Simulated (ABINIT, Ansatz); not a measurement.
# A GW chain in ABINIT: SiC (Moissanite), part 3 of 3

Aim: the G0W0 gap of SiC (Moissanite) on PBE, step by step.

ABINIT 10.8.3; PBE and many-body steps on it, plane waves. Known limits of the many-body steps: not at the basis limit; coarse k mesh.

So far. Step 3 (Bands along the symmetry lines): The gap is 2.012 eV, −0.005 eV from the run before at this level. Step 4 (Empty states on the mesh, 6×6×1 mesh, 653 bands): On this mesh the gap is 2.017 eV.

**5. Screening, 6×6×1 mesh, 595 bands, screening to 217.7 eV**

The RPA dielectric matrix is built and inverted for each q.

This step: RPA screening on PBE, plane waves, norm-conserving pseudopotentials.

File run.abi:

```
acell 3*1.0 Angstrom
rprim 
  3.081000000023 -0.000000000005 0.000000000000
  -1.540500000007 2.668224269083 0.000000000000
  0.000000000000 0.000000000000 15.124800000000
ntypat 2
znucl 14 6
natom 12
typat 1 1 1 1 1 1 2 2 2 2 2 2
xred 
  0.000000000000 0.000000000000 0.000000000000
  0.000000000000 0.000000000000 0.500000000000
  0.333333333333 0.666666666667 0.166400000000
  0.666666666667 0.333333333333 0.666400000000
  0.666666666667 0.333333333333 0.332900000000
  0.333333333333 0.666666666667 0.832900000000
  0.333333333333 0.666666666667 0.041200000000
  0.666666666667 0.333333333333 0.541200000000
  0.666666666667 0.333333333333 0.208000000000
  0.333333333333 0.666666666667 0.708000000000
  0.000000000000 0.000000000000 0.374600000000
  0.000000000000 0.000000000000 0.874600000000
pp_dirpath "pseudos"
pseudos "Si.upf, C.upf"
ecut 37
ngkpt 6 6 1
nshiftk 1
shiftk 0 0 0
kptopt 1
chksymbreak 0
istwfk *1
occopt 1
irdwfk 1
optdriver 3
nband 595
ecuteps 8
inclvkb 2
awtr 1
symchi 1
indata_prefix "in"
outdata_prefix "out"
tmpdata_prefix "tmp"
```

On the command line:

```sh
> OMP_NUM_THREADS=1 mpirun -n 8 abinit run.abi > log
```

Numbers of over 12 decimals in the logs are rounded to 6 here.

Log:

```text
.Version 10.8.3 of ABINIT. v10.8.2 released Aug 2026.

 Symmetries : space group P6_3 m c (#186); Bravais hP (primitive hexag.)
[... echo of the input left out ...]
== DATASET  1 ==================================================================
-   mpi_nproc: 8, omp_nthreads: 1 (-1 if OMP is not activated)

--- !DatasetInfo
iteration_state: {dtset: 1, }
dimensions: {natom: 12, nkpt: 7, mband: 595, nsppol: 1, nspinor: 1, nspden: 1, mpw: 9084, }
cutoff_energies: {ecut:  37.0, pawecutdg:  -1.0, }
electrons: {nelect:   4.80000000E+01, charge:   0.00000000E+00, occopt:   1.00000000E+00, tsmear:   1.00000000E-02, }

 SCREENING: Calculation of the susceptibility and dielectric matrices

 Based on a program developped by R.W. Godby, V. Olevano, G. Onida, and L. Reining.
 Incorporated in ABINIT by V. Olevano, G.-M. Rignanese, and M. Torrent.
.Using double precision arithmetic ; gwpc =  8

[... cell and pseudopotentials left out ...]
--------------------------------------------------------------------------------

 ==== K-mesh for the wavefunctions ====
 Number of points in the irreducible wedge :     7
[... list of points left out ...]
 Together with 12 symmetry operations and time-reversal symmetry
 yields    36 points in the full Brillouin Zone.

 ==== Q-mesh for the screening function ====
 Number of points in the irreducible wedge :     7
[... list of points left out ...]
 Together with 12 symmetry operations and time-reversal symmetry
 yields    36 points in the full Brillouin Zone.

 setmesh: FFT mesh size selected  =    24x   24x  120
          total number of points  =        69120

 vcoul_init : cutoff-mode = AUXILIARY_FUNCTION
 q-points for optical limit:   1
     1)      0.000010    0.000020    0.000030

- screening: taking advantage of time-reversal symmetry
- Maximum band index for partially occupied states nbvw = 24
- Remaining bands to be divided among processors   nbcw = 571
- Number of bands treated by each node ~71

 Number of electrons calculated from density =   48.0000; Expected =   48.0000
 average of density, n =  0.057206
 r_s =    1.6100
 omega_plasma =   23.0715 [eV]

 calculating chi0 at frequencies [eV] :
  1    0.000000E+00    0.000000E+00
  2    0.000000E+00    2.307151E+01

--------------------------------------------------------------------------------
  q-point number  1        q = ( 0.000000, 0.000000, 0.000000) [r.l.u.]
--------------------------------------------------------------------------------
[... chi0 elements left out ...]
 For q-point:  0.000010 0.000020 0.000030
  dielectric constant =   6.9715
  dielectric constant without local fields =   7.6278

  Average fulfillment of the sum rule on Im[epsilon] for q-point    1 :     95.15  [%]
[... wings left out ...]
  q-point number  2        q = ( 0.166667, 0.000000, 0.000000) [r.l.u.]
--------------------------------------------------------------------------------
[... chi0 elements left out ...]
  Average fulfillment of the sum rule on Im[epsilon] for q-point    2 :     95.20  [%]

 [... 5 further q-points ...]
```

It took 14 min on 8 MPI ranks of Arm Neoverse V2, shared host; peak memory 8.4 GiB; 1.9 h of CPU time.

This step gave:

| Item | Value |
| --- | --- |
| ε∞ with local fields, on this mesh, along the program's q direction | 6.971 |
| the same without local fields | 7.628 |
| plasma frequency | 23.07 eV |
| plane waves in the screening matrix | 937 |

Local fields lower ε∞ by 9 %. On a Γ-centred mesh this coarse the value itself is usually too large, while a short band sum pulls it down.

**6. Self-energy, 6×6×1 mesh, 595 bands, screening to 217.7 eV**

The self-energy is evaluated for the states that the input lists, and the levels follow from it, in one-shot runs by the linearised quasiparticle equation.

This step: G0W0 on PBE, plane waves, norm-conserving pseudopotentials.

run.abi: that of step 5 with these lines changed.

```diff
@@ -33,8 +33,17 @@
 irdwfk 1
-optdriver 3
+optdriver 4
 nband 595
+gwcalctyp 0
+ecutsigx 37
+symsigma 1
+nkptgw 2
+kptgw 
+  0.0000000000 0.0000000000 0.0000000000
+  0.5000000000 0.0000000000 0.0000000000
+bdgw 
+  23 26
+  23 26
 ecuteps 8
-inclvkb 2
-awtr 1
-symchi 1
+irdscr 1
+ppmodel 1
 indata_prefix "in"
```

Log:

```text
.Version 10.8.3 of ABINIT. v10.8.2 released Aug 2026.

 Symmetries : space group P6_3 m c (#186); Bravais hP (primitive hexag.)
[... echo of the input left out ...]
== DATASET  1 ==================================================================
-   mpi_nproc: 8, omp_nthreads: 1 (-1 if OMP is not activated)

--- !DatasetInfo
iteration_state: {dtset: 1, }
dimensions: {natom: 12, nkpt: 7, mband: 595, nsppol: 1, nspinor: 1, nspden: 1, mpw: 9084, }
cutoff_energies: {ecut:  37.0, pawecutdg:  -1.0, }
electrons: {nelect:   4.80000000E+01, charge:   0.00000000E+00, occopt:   1.00000000E+00, tsmear:   1.00000000E-02, }

 SIGMA: Calculation of the GW corrections

 Based on a program developped by R.W. Godby, V. Olevano, G. Onida, and L. Reining.
 Incorporated in ABINIT by V. Olevano, G.-M. Rignanese, and M. Torrent.
.Using double precision arithmetic ; gwpc =  8

[... cell and pseudopotentials left out ...]
--------------------------------------------------------------------------------

 ==== K-mesh for the wavefunctions ====
 Number of points in the irreducible wedge :     7
[... list of points left out ...]
 Together with 12 symmetry operations and time-reversal symmetry
 yields    36 points in the full Brillouin Zone.

 ==== Q-mesh for screening function ====
 Number of points in the irreducible wedge :     7
[... list of points left out ...]
 Together with 12 symmetry operations and time-reversal symmetry
 yields    36 points in the full Brillouin Zone.

 vcoul_init : cutoff-mode = AUXILIARY_FUNCTION
 q-points for optical limit:   1
     1)      0.000010    0.000020    0.000030
 setmesh: FFT mesh size selected  =    27x   27x  160
          total number of points  =       116640

 Number of electrons calculated from density =   48.0000; Expected =   48.0000
 average of density, n =  0.057206
 r_s =    1.6100
 omega_plasma =   23.0715 [eV]

 === KS Band Gaps ===
  >>>> For spin  1
   Minimum direct gap =   3.1231 [eV], located at k-point      :   0.5000  0.0000  0.0000
   Fundamental gap    =   2.0167 [eV], Top of valence bands at :   0.0000  0.0000  0.0000
                                       Bottom of conduction at :   0.5000  0.0000  0.0000
 SIGMA fundamental parameters:
 PLASMON POLE MODEL  1
 number of plane-waves for SigmaX                 8941
 number of plane-waves for SigmaC and W            937
 number of plane-waves for wavefunctions          8941
 number of bands                                   595
 number of independent spin polarizations            1
 number of spinorial components                      1
 number of k-points in IBZ                           7
 number of q-points in IBZ                           7
 number of symmetry operations                      12
 number of k-points in BZ                           36
 number of q-points in BZ                           36
 number of frequencies for dSigma/dE                 9
 frequency step for dSigma/dE [eV]                0.25
 number of omega for Sigma on real axis              0
 max omega for Sigma on real axis  [eV]           0.00
 zcut for avoiding poles [eV]                     0.10

 EPSILON^-1 parameters (SCR file):
 dimension of the eps^-1 matrix on file            937
 dimension of the eps^-1 matrix used               937
 number of plane-waves for wavefunctions          8941
 number of bands                                   595
 number of q-points in IBZ                           7
 number of frequencies                               2
 number of real frequencies                          1
 number of imag frequencies                          1

 matrix elements of self-energy operator (all in [eV])

 Perturbative Calculation

--- !SelfEnergy_ee
iteration_state: {dtset: 1, }
kpoint     : [   0.000,    0.000,    0.000, ]
spin       : 1
KS_gap     :    5.164
QP_gap     :    6.061
Delta_QP_KS:    0.897
data: !SigmaeeData |
     Band     E0 <VxcDFT>   SigX SigC(E0)      Z dSigC/dE  Sig(E)    E-E0       E
       23   6.871 -14.954 -17.604   1.920   0.792  -0.263 -15.532  -0.578   6.294
       24   6.871 -14.954 -17.604   1.920   0.792  -0.263 -15.532  -0.578   6.294
       25  12.036 -12.147  -6.933  -4.817   0.805  -0.242 -11.828   0.319  12.355
       26  12.207 -12.097  -6.845  -4.861   0.804  -0.244 -11.783   0.314  12.521

--- !SelfEnergy_ee
iteration_state: {dtset: 1, }
kpoint     : [   0.500,    0.000,    0.000, ]
spin       : 1
KS_gap     :    3.123
QP_gap     :    4.001
Delta_QP_KS:    0.878
data: !SigmaeeData |
     Band     E0 <VxcDFT>   SigX SigC(E0)      Z dSigC/dE  Sig(E)    E-E0       E
       23   5.209 -13.906 -16.983   2.145   0.790  -0.266 -14.642  -0.736   4.473
       24   5.765 -14.499 -17.613   2.214   0.789  -0.268 -15.209  -0.710   5.055
       25   8.888 -10.928  -6.753  -3.970   0.816  -0.225 -10.760   0.168   9.056
       26   9.078 -10.777  -6.493  -4.074   0.817  -0.224 -10.606   0.172   9.250

== END DATASET(S) ==============================================================
================================================================================

 -outvars: echo values of variables after computation  --------
           etotal      0.0000000000E+00
            nband         595
             nkpt           7
          spgroup         186
 [... the other variables as echoed above ...]

 Calculation completed.
```

Run time: 3.5 min. Hardware: 8 MPI ranks; peak memory 8.9 GiB; 28 min of CPU time.

Numbers from this step:

- G0W0 gap on the points computed: 2.762 eV
- starting gap on the mesh: 2.017 eV
- k of the valence top: 0, 0, 0
- k of the conduction bottom: 0.5, 0, 0
- Z at the valence top: 0.792
- Z at the conduction bottom: 0.816
- least direct G0W0 gap on the computed points: 4.001 eV

The gap on the mesh goes from 2.02 eV to 2.76 eV, a correction of +0.75 eV.

Limits: finite bands, cutoff and mesh; coarse k mesh. v1 is the top filled band, c1 the lowest empty one. The levels before and after the correction (eV, zero at the valence-band top of each column):

```csv
,conduction bottom,valence top
Kohn-Sham,2.02,0.00
G0W0,2.76,0.00
```

```csv
,level,energy (eV)
Kohn-Sham,Γ v2-v1,0.000
Kohn-Sham,Γ c1,5.164
Kohn-Sham,Γ c2,5.336
Kohn-Sham,(0.5 0 0) v2,-1.662
Kohn-Sham,(0.5 0 0) v1,-1.106
Kohn-Sham,(0.5 0 0) c1,2.017
Kohn-Sham,(0.5 0 0) c2,2.207
G0W0,Γ v2-v1,0.000
G0W0,Γ c1,6.061
G0W0,Γ c2,6.227
G0W0,(0.5 0 0) v2,-1.821
G0W0,(0.5 0 0) v1,-1.239
G0W0,(0.5 0 0) c1,2.762
G0W0,(0.5 0 0) c2,2.956
```

**7. Where the time went**

Times are wall times on 8 MPI ranks of Arm Neoverse V2, shared host, good to a factor of about two.

```csv
step,time,share,memory (GiB)
ground state,30 s,2 %,0.83
bands along the symmetry lines,34 s,2 %,0.77
empty states on the mesh,9 min,32 %,1.7
screening,14 min,51 %,8.4
self-energy,3.5 min,13 %,8.9
```

**8. What came out**

- PBE gap: 2.01 eV, indirect
- G0W0 gap on the mesh: 2.76 eV
- GW settings: 6×6×1 mesh, 595 bands, screening to 217.7 eV, Godby-Needs plasmon pole
- known limits: not at the basis limit; coarse k mesh

What this shows: G0W0 moves the gap on the mesh from 2.02 eV to 2.76 eV (+0.75 eV), with Z of 0.79 and 0.82 at the edges. Local fields lower the RPA ε∞ on this mesh from 7.63 to 6.97; a Γ-centred mesh this coarse tends to raise both, most where the direct gap is narrow, while a short band sum lowers them. Only 2 of the mesh's irreducible points were corrected, so a valley elsewhere could overtake. The dearest step here is «screening». Against experiment, by G0W0@PBE: the gap of 2.76 eV lies −0.26 eV from the measured 3.02 eV (kind not stated, quoted 2020); the gap of 2.76 eV lies −0.27 eV from the measured 3.03 eV (indirect, quoted 2018); the gap of 2.76 eV lies −0.24 eV from the measured 3 eV (optical, 2017). An exciton line or allowed optical edge lies below the quasiparticle gap by the binding energy; a forbidden edge can push the onset above it. The calculation has static nuclei and no excitons; a measured gap holds zero-point and thermal motion, which mostly lowers it. Bands and cutoff are finite, so the gap is not at the basis limit. The miss can reach some tenths of an eV and take either sign; the mesh is an error of its own. In the G0W0 run levels were corrected at 2 k points alone, so a gap called «on the mesh» is the least over those, and an edge elsewhere would be missed. The 6×6×1 mesh is coarse for this cell, which bears on the long-range parts of exchange and screening.

[Paths, hosts, dates, memory and timing lines, banners, echoed tables and standing remarks are left out of the program output.]

[Logs are printed without paths, hosts, clocks, repeated set-up lines and the standing remarks that a program may print on its own settings, such as how far it seeks lower states.]

[Runs of the session that timed out or met a known fault of the program may be left out.]

[Hosts, paths, dates, database ids (printed as entryN), source tags and the programs' standing remarks are cut or masked in the printed files.]

[G0W0 gaps are taken among the corrected bands and points alone; a level outside them can change the order at an edge.]

[Where Ansatz stands beside ABINIT at settings called matched, ABINIT's density can come from a denser mesh and the files from another edition; pairs whose starting gaps differed by over 0.03 eV were left out, so agreement reads better than it is.]
